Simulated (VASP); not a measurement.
# KBr: molecular dynamics with a thermostat

KBr, Fm-3m (no. 225), 8 atoms in the cell. PBE, molecular dynamics; PAW potentials Br, K_pv (PBE set).

Ensemble: NVT; Target temperature (K): 600.

## Input

INCAR:
```
ALGO     = Normal         # electronic algorithm
ANDERSEN_PROB= 0.05         
EDIFF    = 1E-5           # SCF threshold, eV
ENCUT    = 220            # plane-wave cutoff, eV
GGA      = PE             # functional
IBRION   = 0              # ionic algorithm
ISIF     = 2              # what is computed and relaxed
ISMEAR   = 0              # smearing method
ISYM     = 0            
KPAR     = 2            
LASPH    = T              # aspherical terms in the spheres
LCHARG   = F              # write CHGCAR
LREAL    = Auto         
LWAVE    = F              # write WAVECAR
MDALGO   = 1            
NELM     = 60             # most SCF steps
NELMIN   = 4            
NSW      = 80             # ionic steps
POTIM    = 2.0            # step
PREC     = Normal         # precision mode
RANDOM_SEED= 432504 0 0   
SIGMA    = 0.05           # smearing width, eV
TEBEG    = 600          
TEEND    = 600           
```

KPOINTS:
```
k-points
0
Monkhorst-Pack
  2 2 2
```

POSCAR:
```
KBr
1.0
    6.6000000000      0.0000000000      0.0000000000
    0.0000000000      6.6000000000      0.0000000000
    0.0000000000      0.0000000000      6.6000000000
Br K
4 4
Direct
    0.5000000000      0.0000000000      0.0000000000
    0.5000000000      0.5000000000      0.5000000000
    0.0000000000      0.0000000000      0.5000000000
    0.0000000000      0.5000000000      0.0000000000
    0.0000000000      0.0000000000      0.0000000000
    0.0000000000      0.5000000000      0.5000000000
    0.5000000000      0.0000000000      0.5000000000
    0.5000000000      0.5000000000      0.0000000000
```

Commands:
```
cat potpaw_PBE.64/Br/POTCAR potpaw_PBE.64/K_pv/POTCAR > POTCAR
mpirun -np 2 vasp_std > vasp.out
```

## Result

- Mean temperature (K): 728
- Rise of the mean potential energy above the start (meV/atom): 45.5
- Electronic steps per ionic step after the first: 4.4

Course of the run:

| Time (fs) | Temperature (K) | Potential energy less the first (meV/atom) |
|---|---|---|
| 2 | 600 | 0.0 |
| 14 | 766 | 3.6 |
| 26 | 567 | 14.9 |
| 38 | 456 | 22.8 |
| 50 | 520 | 30.4 |
| 62 | 483 | 42.8 |
| 74 | 335 | 55.4 |
| 88 | 418 | 61.3 |
| 100 | 466 | 68.9 |
| 112 | 894 | 67.4 |
| 124 | 1087 | 72.5 |
| 136 | 1278 | 66.5 |
| 148 | 1487 | 58.4 |
| 160 | 1140 | 48.3 |

REPORT:
```
MDALGO =   1
         ANDERSEN_PROB =  0.05000000
               SCALING =       0
                 CNEXP =     9.000   14.000
           RANDOM_SEED =            432504                0                0

   original number of atomic DOF:         21
   number of independent constraints:      0
   number of active DOF:                  21

========================================
         MD step No.       1
========================================

  Atomic velocities initialized by STEP_tb

  >Energies
                    E_tot             E_pot             E_kin               EPS                ES
   e_b>   -0.24173764E+02   -0.24716659E+02    0.54289551E+00    0.00000000E+00    0.00000000E+00

  >Temperature
               T_sim     T_inst
   tmprt>    600.000    600.000

  >Thermostat, num. of collisions:                0

           RANDOM_SEED =            432504              102                0

[... steps left out ...]

========================================
         MD step No.      80
========================================

  >Energies
                    E_tot             E_pot             E_kin               EPS                ES
   e_b>   -0.23298749E+02   -0.24329898E+02    0.10311486E+01    0.00000000E+00    0.00000000E+00

  >Temperature
               T_sim     T_inst
   tmprt>    600.000   1139.610

  >Thermostat, num. of collisions:                0

           RANDOM_SEED =            432504             5000                0
```

OSZICAR:
```
N       E                     dE             d eps       ncg     rms          rms(c)
DAV:   1     0.272442189896E+03    0.27244E+03   -0.15493E+04   296   0.768E+02
DAV:   2    -0.353607860256E+01   -0.27598E+03   -0.27059E+03   353   0.213E+02
DAV:   3    -0.251278632488E+02   -0.21592E+02   -0.21570E+02   279   0.571E+01
DAV:   4    -0.253765733455E+02   -0.24871E+00   -0.24849E+00   319   0.726E+00
DAV:   5    -0.253793979766E+02   -0.28246E-02   -0.28245E-02   317   0.773E-01    0.555E+00
DAV:   6    -0.247118633595E+02    0.66753E+00   -0.14495E+00   299   0.406E+00    0.399E+00
DAV:   7    -0.246762851234E+02    0.35578E-01   -0.67337E-01   300   0.315E+00    0.186E+00
DAV:   8    -0.247120678948E+02   -0.35783E-01   -0.58378E-02   271   0.121E+00    0.162E-01
DAV:   9    -0.247143960223E+02   -0.23281E-02   -0.13848E-03   336   0.196E-01    0.123E-01
DAV:  10    -0.247166596277E+02   -0.22636E-02   -0.33850E-03   272   0.263E-01    0.343E-02
DAV:  11    -0.247166513985E+02    0.82292E-05   -0.21864E-04   304   0.700E-02    0.624E-03
DAV:  12    -0.247166592512E+02   -0.78528E-05   -0.81914E-06   184   0.144E-02
[... left out ...]
     77 T=  1107. E= -.23261436E+02 F= -.24263333E+02 E0= -.24263333E+02  EK= 0.10019E+01 SP= 0.00E+00 SK= 0.00E+00
     79 T=  1117. E= -.23298728E+02 F= -.24309260E+02 E0= -.24309260E+02  EK= 0.10105E+01 SP= 0.00E+00 SK= 0.00E+00
[... last step whole ...]
       N       E                     dE             d eps       ncg     rms          rms(c)
DAV:   1    -0.243298645874E+02   -0.20601E-01   -0.10615E-02   278   0.159E+00    0.213E-02
DAV:   2    -0.243298979551E+02   -0.33368E-04   -0.38490E-04   319   0.747E-02    0.139E-02
DAV:   3    -0.243298976231E+02    0.33200E-06   -0.52816E-06   176   0.123E-02    0.854E-03
DAV:   4    -0.243298975726E+02    0.50517E-07   -0.29328E-06   143   0.101E-02
     80 T=  1140. E= -.23298749E+02 F= -.24329898E+02 E0= -.24329898E+02  EK= 0.10311E+01 SP= 0.00E+00 SK= 0.00E+00
```

Limits: 160 fs of 8 atoms are too short for converged averages.

VASP 6.6.1 took 164 s on 2 cores (AMD EPYC 9R45 (Zen 5)), a shared host.
